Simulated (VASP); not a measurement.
# ZrSe2 in VASP: a series of runs

One slab, ZrSe2, is run at these levels: PBE+D3(BJ); tasks: band structure.

Program: VASP 6.6.1. These are calculated values, not measurements. Logs are shortened: lines on timing, memory, paths and dates and some standing lists are left out, and cuts for length are marked.

### 1 The slab as given

The cell holds a slab with vacuum, 3 atoms: a = 3.758 Å, b = 3.758 Å, c = 21.096 Å, α = 90.00°, β = 90.00°, γ = 120.00°.

### 2 Band structure, PBE+D3(BJ)

Contents of INCAR:

```
ALGO = Normal
DIPOL = 0.5 0.5 0.500
EDIFF = 1E-7
ENCUT = 520
GGA = PE
IDIPOL = 3
ISIF = 2
ISMEAR = 0
IVDW = 12
LASPH = True
LCHARG = False
LDIPOL = True
LMAXMIX = 4
LREAL = False
LVACPOTAV = True
LVHAR = True
LWAVE = False
NBANDS = 19
NELM = 80
PREC = Accurate
SIGMA = 0.03
```

Contents of KPOINTS:

```
k-points
0
Gamma
  9 9 1
```

Contents of POSCAR:

```
ZrSe2                                   
1.0
    3.7575490272      0.0000000000      0.0000000000
   -1.8787745136      3.2541329100      0.0000000000
    0.0000000000      0.0000000000     21.0960000000
  Se              Zr            
     2     1
Direct
     0.6666666699999979    0.3333333300000021    0.4244605318732185
     0.3333333300000021    0.6666666699999979    0.5755394681267815
     1.0000000000000000    0.0000000000000000    0.5000000000000000
```

Contents of KPOINTS_OPT:

```
explicit points
67
Reciprocal
 0.0000000000  0.0000000000  0.0000000000 1
 0.0357142900  0.0000000000  0.0000000000 1
 0.0714285700  0.0000000000  0.0000000000 1
 0.1071428600  0.0000000000  0.0000000000 1
 0.1428571400  0.0000000000  0.0000000000 1
 0.1785714300  0.0000000000  0.0000000000 1
 0.2142857100  0.0000000000  0.0000000000 1
 0.2500000000  0.0000000000  0.0000000000 1
 0.2857142900  0.0000000000  0.0000000000 1
 0.3214285700  0.0000000000  0.0000000000 1
 0.3571428600  0.0000000000  0.0000000000 1
 0.3928571400  0.0000000000  0.0000000000 1
 0.4285714300  0.0000000000  0.0000000000 1
 0.4642857100  0.0000000000  0.0000000000 1
 0.5000000000  0.0000000000  0.0000000000 1
 0.4791666700  0.0416666700  0.0000000000 1
 0.4583333300  0.0833333300  0.0000000000 1
 0.4375000000  0.1250000000  0.0000000000 1
 0.4166666700  0.1666666700  0.0000000000 1
 0.3958333300  0.2083333300  0.0000000000 1
 0.3750000000  0.2500000000  0.0000000000 1
 0.3541666700  0.2916666700  0.0000000000 1
 0.3333333300  0.3333333300  0.0000000000 1
 0.3137254900  0.3137254900  0.0000000000 1
 0.2941176500  0.2941176500  0.0000000000 1
 0.2745098000  0.2745098000  0.0000000000 1
 0.2549019600  0.2549019600  0.0000000000 1
 0.2352941200  0.2352941200  0.0000000000 1
 0.2156862700  0.2156862700  0.0000000000 1
 0.1960784300  0.1960784300  0.0000000000 1
 0.1764705900  0.1764705900  0.0000000000 1
 0.1568627500  0.1568627500  0.0000000000 1
 0.1372549000  0.1372549000  0.0000000000 1
 0.1176470600  0.1176470600  0.0000000000 1
 0.0980392200  0.0980392200  0.0000000000 1
 0.0784313700  0.0784313700  0.0000000000 1
 0.0588235300  0.0588235300  0.0000000000 1
 0.0392156900  0.0392156900  0.0000000000 1
 0.0196078400  0.0196078400  0.0000000000 1
 0.0000000000  0.0000000000  0.0000000000 1
 0.0000000000  0.0000000000  0.0000000000 1
 0.0072536500 -0.0036268200  0.0000000000 1
-0.0072536500  0.0036268200  0.0000000000 1
 0.0211564700 -0.0105782300  0.0000000000 1
-0.0211564700  0.0105782300  0.0000000000 1
 0.0000000000  0.0062818400  0.0000000000 1
-0.0000000000 -0.0062818400  0.0000000000 1
 0.0000000000  0.0183220400  0.0000000000 1
-0.0000000000 -0.0183220400  0.0000000000 1
 0.5000000000  0.0000000000  0.0000000000 1
 0.5072536500 -0.0036268200  0.0000000000 1
 0.4927463500  0.0036268200  0.0000000000 1
 0.5211564700 -0.0105782300  0.0000000000 1
 0.4788435300  0.0105782300  0.0000000000 1
 0.5000000000  0.0062818400  0.0000000000 1
 0.5000000000 -0.0062818400  0.0000000000 1
 0.5000000000  0.0183220400  0.0000000000 1
 0.5000000000 -0.0183220400  0.0000000000 1
 0.3333333300  0.3333333300  0.0000000000 1
 0.3405869800  0.3297065100  0.0000000000 1
 0.3260796800  0.3369601500  0.0000000000 1
 0.3544898000  0.3227551000  0.0000000000 1
 0.3121768600  0.3439115600  0.0000000000 1
 0.3333333300  0.3396151700  0.0000000000 1
 0.3333333300  0.3270514900  0.0000000000 1
 0.3333333300  0.3516553700  0.0000000000 1
 0.3333333300  0.3150112900  0.0000000000 1
```

Potentials or basis: VASP PAW PBE potentials, release 64 (Se, Zr_sv).

On the command line:

```bash
$ cat potpaw_PBE.64/Se/POTCAR potpaw_PBE.64/Zr_sv/POTCAR > POTCAR
$ mpirun -np 1 vasp_std > vasp.out
```

OUTCAR:

```text
EDIFF = 1E-7
   ENCUT = 520
   GGA = PE
   ISIF = 2
   ISMEAR = 0
   IVDW = 12
   LASPH = True
   LREAL = False
   NELM = 80
   PREC = Accurate
 IVDW          = 12

 ion  position               nearest neighbor table
   1  0.667  0.333  0.424-   3 2.69   3 2.69   3 2.69
   2  0.333  0.667  0.576-   3 2.69   3 2.69   3 2.69
   3  0.000  0.000  0.500-   1 2.69   2 2.69   2 2.69   1 2.69   1 2.69   2 2.69

  LATTYP: Found a hexagonal cell.
 ALAT       =     3.7575490272
 C/A-ratio  =     5.6142980031

  Lattice vectors:

 A1 = (   3.7575490272,   0.0000000000,   0.0000000000)
 A2 = (  -1.8787745136,   3.2541329100,   0.0000000000)
 A3 = (   0.0000000000,   0.0000000000,  21.0960000000)

Analysis of symmetry for initial positions (statically):
=====================================================================
 Subroutine PRICEL returns:
 Original cell was already a primitive cell.

 Routine SETGRP: Setting up the symmetry group for a
 hexagonal supercell.

 Subroutine GETGRP returns: Found 12 space group operations
 (whereof 12 operations were pure point group operations)
 out of a pool of 24 trial point group operations.

The static configuration has the point symmetry D_3d.

Analysis of symmetry for dynamics (positions and initial velocities):
=====================================================================
 Subroutine PRICEL returns:
 Original cell was already a primitive cell.

 Routine SETGRP: Setting up the symmetry group for a
 hexagonal supercell.

 Subroutine GETGRP returns: Found 12 space group operations
 (whereof 12 operations were pure point group operations)
 out of a pool of 24 trial point group operations.

The dynamic configuration has the point symmetry D_3d.

 Subroutine INISYM returns: Found 12 space group operations
 (whereof 12 operations are pure point group operations),
 and found     1 'primitive' translations

----------------------------------------------------------------------------------------

                                     Primitive cell

  volume of cell :     257.9527

  direct lattice vectors                    reciprocal lattice vectors
     3.757549027  0.000000000  0.000000000     0.266130925  0.153650762  0.000000000
    -1.878774514  3.254132910  0.000000000     0.000000000  0.307301523  0.000000000
     0.000000000  0.000000000 21.096000000     0.000000000  0.000000000  0.047402351

  length of vectors
     3.757549027  3.757549024 21.096000000     0.307301523  0.307301523  0.047402351

  position of ions in fractional coordinates (direct lattice)
     0.666666670  0.333333330  0.424460532
[... 72 lines left out ...]
   NFREE  =      0    steps in history (QN), initial steepest desc. (CG)
   ISIF   =      2    stress and relaxation
   ISYM   =      2    0-nonsym 1-usesym 2-fastsym
   POTIM  = 0.5000    time-step for ionic-motion
   TEBEG  =    0.0;   TEEND  =   0.0 temperature during run
   PSTRESS=    0.0 pullay stress
   NELECT =      24.0000    total number of electrons
   NUPDOWN=      -1.0000    fix difference up-down
   EMIN   =  10.00;   EMAX   =-10.00  energy-range for DOS
   EFERMI =   0.00;   METHOD = LEGACY
   ISMEAR =     0;   SIGMA  =   0.03  broadening in eV -4-tet -1-fermi 0-gaus
   EFERMI_NEDOS =   21; number of points for ismear=-14 and -15
   IALGO  =     38    algorithm
   IMIX   =      4    mixing-type and parameters
     AMIX     =   0.40;   BMIX     =  1.00
     AMIX_MAG =   1.60;   BMIX_MAG =  1.00
  volume/ion in A,a.u.               =      85.98       580.25
  Fermi-wavevector in a.u.,A,eV,Ry     =   0.741820  1.401837  7.487245  0.550297
  Thomas-Fermi vector in A             =   1.836552
   LORBIT       =      0    0 simple, 1 ext, 2 COOP (PROOUT), +10 PAW based schemes
   GGA     = PE    functional components
   LHFCALC =     F    Hartree Fock is set to
   AEXX    =    0.0000 exact exchange contribution
   IVDW    =    12    specifies the selected vdW correction
   LEPSILON=     F    determine dielectric tensor
   LRPA    =     F    only Hartree local field effects (RPA)
 non-spin polarized calculation
 Gauss-broadening in eV      SIGMA  =   0.03
  energy-cutoff  :      520.00
  volume of cell :      257.95
 maximum number of plane-waves:      6971
 NGX is ok and might be reduce to    28
   NGX = 13   NGY = 13   NGZ = 79

 number of electron      23.9999999 magnetization

 dipolmoment           0.000000      0.000000     -0.000000 electrons x Angstroem

 Free energy of the ion-electron system (eV)
  ---------------------------------------------------
  ext. energy  EPLUGINS =         0.00000000
  ---------------------------------------------------
  free energy    TOTEN  =       -19.58377480 eV

  energy without entropy =      -19.58377480  energy(sigma->0) =      -19.58377480

 E-fermi :  -2.3283     XC(G=0):  -3.2835

 val. band max:       -2.6006830767   @ k =   0.0000   0.0000   0.0000
 cond. band min:      -2.1936446236   @ k =   0.4444  -0.0000   0.0000
 fundamental gap:      0.4070384531
 Fermi energy:        -2.3282743255

 k-point     1 :       0.0000    0.0000    0.0000
  band No.  band energies     occupation
      1     -52.0543      2.00000
      2     -30.1002      2.00000
      3     -29.9854      2.00000
      4     -29.9854      2.00000
      5     -15.6298      2.00000
      6     -14.7465      2.00000
[... 241 lines left out ...]
      6     -14.5474      2.00000
[... 11 lines left out ...]
     18       4.6502      0.00000
     19       5.2613      0.00000

------------------------ aborting loop because EDIFF is reached ----------------------------------------

 Edisp (eV)   -0.81826

 E8    (eV) :    -0.3923

  FORCE on cell =-STRESS in cart. coord.  units (eV):
  Direction    XX          YY          ZZ          XY          YZ          ZX
  --------------------------------------------------------------------------------------
  -------------------------------------------------------------------------------------
  Total      -0.01006    -0.01006    -0.00359     0.00000     0.00000     0.00000
  in kB      -0.06248    -0.06248    -0.02231     0.00000     0.00000     0.00000
  external pressure =       -0.05 kB  Pullay stress =        0.00 kB

 VOLUME and BASIS-vectors are now :
 -----------------------------------------------------------------------------
  energy-cutoff  :      520.00
  volume of cell :      257.95
      direct lattice vectors                 reciprocal lattice vectors
     3.757549027  0.000000000  0.000000000     0.266130925  0.153650762  0.000000000
    -1.878774514  3.254132910  0.000000000     0.000000000  0.307301523  0.000000000
     0.000000000  0.000000000 21.096000000     0.000000000  0.000000000  0.047402351

 POSITION                                       TOTAL-FORCE (eV/Angst)
 -----------------------------------------------------------------------------------
      1.87877      1.08471      8.95442        -0.000000     -0.000000     -0.003921
     -0.00000      2.16942     12.14158         0.000000      0.000000      0.003921
      0.00000      0.00000     10.54800         0.000000      0.000000      0.000000
 -----------------------------------------------------------------------------------
    total drift:                                0.000000     -0.000000     -0.000000

  FREE ENERGIE OF THE ION-ELECTRON SYSTEM (eV)
  ---------------------------------------------------
  free  energy   TOTEN  =       -20.4020327146 eV

  energy  without entropy=      -20.4020327146  energy(sigma->0) =      -20.40203271

 vacuum level on the upper side and lower side of the slab         2.924         2.924
```

Wall time 5.5 min (1 thread of Intel Xeon Platinum 8488C (Sapphire Rapids), shared host); peak memory 0.39 GiB.

Results:

| Property | Result |
| --- | --- |
| Free energy | -20.4020 eV |
| Largest force | 0.004 eV/Å |
| Band gap on the k mesh | 0.41 eV, indirect (least direct gap 1.10 eV) |
| Band gap along the path | 0.38 eV, indirect (least direct gap 1.10 eV) |
| Dispersion energy per atom | -0.273 eV |
| Ionisation potential of the upper face | 5.52 eV |

Forces on the atoms (eV/Å):
```
Se   0.000  0.000 -0.004
Se   0.000  0.000  0.004
Zr   0.000  0.000  0.000
```

Levels at points of the mesh, in eV from the valence-band top:
```csv
k point,band 10,band 11,band 12,band 13,band 14,band 15
"(0.00, 0.00, 0.00)",-1.24,0.00,0.00,1.10,1.10,1.62
```

### 3 Band structure, PBE+D3(BJ), spin-orbit coupling, no magnetisation

Changes to INCAR since step 2:

```diff
@@ -5,2 +5,3 @@
 GGA = PE
+GGA_COMPAT = False
 IDIPOL = 3
@@ -13,3 +14,5 @@
 LMAXMIX = 4
+LORBIT = 11
 LREAL = False
+LSORBIT = True
 LVACPOTAV = True
@@ -17,3 +20,4 @@
 LWAVE = False
-NBANDS = 19
+MAGMOM = 0 0 0 0 0 0 0 0 0
+NBANDS = 39
 NELM = 80
```

KPOINTS is that of step 2.

POSCAR is that of step 2.

KPOINTS_OPT is that of step 2.

Potentials or basis: VASP PAW PBE potentials, release 64 (Se, Zr_sv).

On the command line:

```bash
$ cat potpaw_PBE.64/Se/POTCAR potpaw_PBE.64/Zr_sv/POTCAR > POTCAR
$ mpirun -np 1 vasp_ncl > vasp.out
```

Run time: 28 min. Hardware: 1 thread of Intel Xeon Platinum 8488C (Sapphire Rapids), shared host; peak memory 0.92 GiB.

It converged, with:

```yaml
Free_energy: -20.5126 eV
Largest_force: 0.008 eV/Å
Valence_electrons_inside_the_program's_atomic_spheres: Se 3.89; Zr 9.64
Dispersion_energy_per_atom: -0.273 eV
Work_function_of_the_upper_face: 5.24 eV
Work_function_of_the_lower_face: 5.24 eV
```

Forces on the atoms (eV/Å):
```
Se   0.000  0.000 -0.008
Se   0.000  0.000  0.008
Zr   0.000  0.000  0.000
```
